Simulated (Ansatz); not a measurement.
## HfO2 (Fm-3m), a vibration from a frozen displacement

The calculation used Ansatz, DFT PBE, scalar-relativistic, plane waves, PAW. Settings: plane waves to 420 eV, k-mesh 6×6×6 (Γ-centred), Gaussian smearing 0.05 eV. Spin–orbit coupling is left out, which matters for the heavy elements here. No spin polarisation. Energies are free energies at this smearing, counted from the undisturbed cell; pressure is positive in compression.

The starting cell (as given, not relaxed at this level; it stands at -2.5 GPa; this fluorite-type form isn't the usual structure):

```yaml
crystal:
  lattice:
    - [5.11500, 0.00000, 0.00000]
    - [0.00000, -5.11500, 0.00000]
    - [0.00000, 0.00000, -5.11500]
  atoms:
    - { symbol: Hf, position: [0.00000, 0.50000, 0.50000] }
    - { symbol: Hf, position: [0.50000, 0.00000, 0.50000] }
    - { symbol: Hf, position: [0.50000, 0.50000, 0.00000] }
    - { symbol: Hf, position: [0.00000, 0.00000, 0.00000] }
    - { symbol: O, position: [0.25000, 0.25000, 0.25000] }
    - { symbol: O, position: [0.75000, 0.75000, 0.25000] }
    - { symbol: O, position: [0.75000, 0.25000, 0.75000] }
    - { symbol: O, position: [0.25000, 0.75000, 0.75000] }
    - { symbol: O, position: [0.75000, 0.75000, 0.75000] }
    - { symbol: O, position: [0.25000, 0.25000, 0.75000] }
    - { symbol: O, position: [0.25000, 0.75000, 0.25000] }
    - { symbol: O, position: [0.75000, 0.25000, 0.25000] }
```

Atom 1 (Hf) is moved by x along the Cartesian unit vector (0.707, -0.707, 0.000); the cell and all other atoms stay fixed. The cell's volume is 133.82 Å³; the moved atoms weigh 178.490 u together and the others 663.462 u. Some rows repeat others by symmetry and weren't run.

```
  x (Å)  ΔE (meV/cell) total force on the moved atoms along the move (eV/Å) pressure (GPa)
-0.2000         286.72                                                3.0597         -1.2583
-0.1750         216.05                                                2.5993         -1.5466
-0.1500         156.50                                                2.1694         -1.7932
-0.1250         107.36                                                1.7661         -1.9993
-0.1000          68.02                                                1.3852         -2.1661
-0.0750          37.95                                                1.0226         -2.2947
-0.0500          16.77                                                0.6740         -2.3859
-0.0250           4.18                                                0.3345         -2.4405
 0.0000           0.00                                                0.0000         -2.4586
 0.0250           4.18                                               -0.3345         -2.4405
 0.0500          16.77                                               -0.6740         -2.3859
 0.0750          37.95                                               -1.0226         -2.2947
 0.1000          68.02                                               -1.3852         -2.1661
 0.1250         107.36                                               -1.7661         -1.9993
 0.1500         156.50                                               -2.1694         -1.7932
 0.1750         216.05                                               -2.5993         -1.5466
 0.2000         286.72                                               -3.0597         -1.2583
```

**Question.** What frequency belongs to this motion?

**Answer.** The force constant is k = −dF/dx = 13.378 eV/Å², from the parabola through x = -0.0250, 0 and 0.0250. In every cell the moved atoms swing against the rest, so the mass is μ = m₁m₂/(m₁ + m₂) = 140.651 u, and ν̃ = 521.5 cm⁻¹ × √(|k|/μ) = 161 cm⁻¹, at this cell's pressure of -2.5 GPa. The pattern needn't be a normal mode: ν̃² is then a weighted mean of the squared nonzero frequencies at the zone centre of this cell, taken without macroscopic field, so it lies between the lowest and the highest of them.

**Question.** How far does the harmonic law reach?

**Answer.** At x = -0.200 Å, kx²/2 = 267.57 meV against the computed 286.72 meV (+7.2 %): the well is still close to harmonic there.

**Question.** The pressure changes with x². What does that say about the frequency under compression?

**Answer.** With E = k(V)x²/2, k ∝ V^(−2γ) and x scaling with the cell as V^(1/3), P − P0 = −∂E/∂V = (2γ − 2/3) ΔE/V. At x = 0.0500 Å, V(P − P0) = 133.82 × 0.07268 / 160.2 eV = 60.70 meV and ΔE = 16.77 meV, so γ = 1/3 + V(P − P0)/(2ΔE) = 2.14. This is the Grüneisen parameter of the motion under uniform scaling of the cell: shrinking the cell evenly by 1 % in volume raises the frequency by about 2.14 %.

The hafnium ion sits in a single well that stiffens with displacement, with no sign of off-centring along this direction. Moving it towards an edge of its oxygen cube shortens two Hf–O contacts and lengthens two opposite ones. Short-range repulsion rises faster on the compressed side than the restoring force weakens on the stretched side, which probably explains both the hardening and the positive Grüneisen parameter of 2.14. The formally empty Hf 5d shell could favour off-centring through mixing with O 2p, but here that covalent gain evidently doesn't overcome the repulsion. Since the cell is under tension, relaxing it should contract it and raise the frequency somewhat.

The positive curvature doesn't establish that the cubic phase is dynamically stable. Its well-known instability towards the tetragonal form is a zone-boundary motion of oxygen columns in alternating directions, in which hafnium stays at rest by symmetry. Displacing one hafnium against an otherwise rigid lattice has no component along that mode.
